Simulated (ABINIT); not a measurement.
The system is SbPt.

```
Pt Sb
1.0
     4.12000    0.00000    0.00000
    -2.06000    3.56802    0.00000
     0.00000    0.00000    5.47000
Pt Sb
2 2
Direct
  0.00000 0.00000 0.50000
  0.00000 0.00000 0.00000
  0.66667 0.33333 0.75000
  0.33333 0.66667 0.25000
```

Base run:

* Program: ABINIT 10.8.3 (patched build)
* Functional: PBEsol
* Potentials or basis: PseudoDojo NC SR PBEsol v0.4.1 standard
* Cutoff: 1143 eV
* k mesh: 6 × 6 × 4
* Occupations: fermi-dirac, width 0.05 eV
* Spin: no spin polarisation

Its results: band gap on the k mesh none (metal or under the smearing width); pressure 3.7 GPa.

The run is repeated on the same cell with these changes: functional from PBEsol to LDA; potentials or basis from PseudoDojo NC SR PBEsol v0.4.1 standard to PseudoDojo NC SR LDA v0.4.1 standard; cutoff from 1143 eV to 1088 eV. What comes out?

Band gap on the k mesh none (metal or under the smearing width); pressure 0.5 GPa.

Not every run made on this cell is shown here.
